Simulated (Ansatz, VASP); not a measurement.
## Sb: VASP beside Ansatz

Contents of INCAR:

```
PREC = Accurate
ENCUT = 520
EDIFF = 1E-8
ISMEAR = -1
SIGMA = 0.05
LREAL = F
LASPH = T
NELM = 80
ALGO = Normal
ISIF = 2
LWAVE = F
LCHARG = F
GGA = PE
LEFG = T
NBANDS = 12
```

File KPOINTS:

```
regular mesh
0
Gamma
  9 9 9
```

Contents of POSCAR:

```
Sb
1.0
    2.2004568288      1.3005956839      3.7779225001
   -2.1007438352      1.2575836773      3.7349104935
    0.0126070064     -2.4458593611      3.7191670064
Sb
2
Direct
    0.2336400000      0.2336400000      0.2336400000
    0.7663600000      0.7663600000      0.7663600000
```

Input for Ansatz:

```yaml
crystal:
  lattice:
    - [2.2004568288, 1.3005956839, 3.7779225001]
    - [-2.1007438352, 1.2575836773, 3.7349104935]
    - [0.0126070064, -2.4458593611, 3.7191670064]
  atoms:
    - { symbol: Sb, position: [0.23364, 0.23364, 0.23364] }
    - { symbol: Sb, position: [0.76636, 0.76636, 0.76636] }
kpoints:
  mp_grid: { grid: [9, 9, 9] }
scf:
  occupations: { method: fermi_dirac, width: 0.05 }
hamiltonian:
  xc: pbe
  pseudopotentials: { kind: paw }
output:
  forces: true
  stress: true
  eigenvalues: true
  efg: { contact_densities: true }
  write_density: true
  write_potential: true
  elf: true
  volumetric_format: npy
```

Change from the starting cell: equal xy, yz and zx shear strains of +2 %, PAW files.

Alike in both runs: task electric field gradients; functional PBE; k mesh 9 × 9 × 9; occupations fermi-dirac, width 0.05 eV; no spin polarisation.

```csv
,VASP,Ansatz
version,VASP 6.6.1,Ansatz 0.2.0
potentials or method,"VASP PAW PBE potentials, release 64 (Sb)","PAW with Ansatz's default frozen-core files, scalar-relativistic"
plane-wave cutoff (eV),520,420
valence electrons in the cell,10,30
```

|  | VASP | Ansatz | Ansatz less VASP |
| --- | --- | --- | --- |
| pressure (GPa) | 3.2 | 3.1 | -0.08 |
| largest component of the traceless stress (GPa) | 1.22 | 1.21 | -0.005 |
| rms of the force components (eV/Å) | 0.156 | 0.132 | -0.0240 |
| Vzz of the field gradient on the site that differs most (V/Å²) | -48.7 | -52.5 | -3.75 |

Atom by atom the forces differ by 0.026 eV/Å (rms over components). With one functional, cell and mesh, what is left measures potentials, basis and numerics. The two sets of potentials don't hold the same shells in valence. Ansatz warned: «gradients_without_spin_orbit».

The runs have no spin-orbit coupling, so splittings on Sb are missing.
